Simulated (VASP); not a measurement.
Set up this calculation in VASP 6.6.1, as the native input.

```
Task                   : relaxation of cell and atoms
Functional             : LDA
Potentials or basis    : VASP PAW LDA potentials, release 64 (Mo_sv, Se)
Cutoff                 : 600 eV
k mesh                 : 9 × 9 × 2
Occupations            : gaussian, width 0.03 eV
Spin                   : no spin polarisation
Further INCAR settings : ALGO = Normal; EDIFF = 1e-07; IBRION = 2; EDIFFG = -0.005; NSW = 90; ISIF = 3
```

The structure of MoSe2 lies in POSCAR:

```
MoSe2                                   
1.0
    3.2518070665      0.0000000000      0.0000000000
   -1.6259035332      2.8161475277     -0.0000000000
    0.0000000000     -0.0000000000     12.7387744519
  Mo              Se            
     2     4
Direct
     0.3333333332999970    0.6666666667000030    0.2500000000000000
     0.6666666667000030    0.3333333332999970    0.7500000000000000
     0.3333333332999970    0.6666666667000030    0.6196545790875785
     0.6666666667000030    0.3333333332999970    0.1196545790875785
     0.3333333332999970    0.6666666667000030    0.8803454209124215
     0.6666666667000030    0.3333333332999970    0.3803454209124214
```

These files were run (other wordings do the same):

INCAR

```
SYSTEM = MoSe2
  ALGO = Normal
  EDIFF = 1E-7
  EDIFFG = -0.005
  ENCUT = 600
  IBRION = 2
  ISIF = 3
  ISMEAR = 0
  KPAR = 2
  LASPH = .TRUE.
  LCHARG = .FALSE.
  LREAL = .FALSE.
  LWAVE = .FALSE.
  NELM = 80
  NSW = 90
  PREC = Accurate
  SIGMA = 0.03
```

KPOINTS

```
k-points
0
G
  9 9 2
  0 0 0
```

Potentials or basis: VASP PAW LDA potentials, release 64 (Mo_sv, Se).

Run with:

```bash
$ cat potpaw_LDA.64/Mo_sv/POTCAR potpaw_LDA.64/Se/POTCAR > POTCAR
$ mpirun -np 2 vasp_std > vasp.out
```

Results of the run:

The pressure after relaxing is 0.0 GPa. The band gap on the k mesh is 0.83 eV, indirect (least direct gap 1.51 eV).

Caveat: the relaxation stopped at its first step, so nothing moved; an odd mesh through Γ misses points on the zone boundary, where band edges often lie.

It took 31 s on 2 MPI ranks on AMD EPYC 9R45 96-Core Processor (Zen 5) (shared host), peak memory 0.25 GiB a rank.
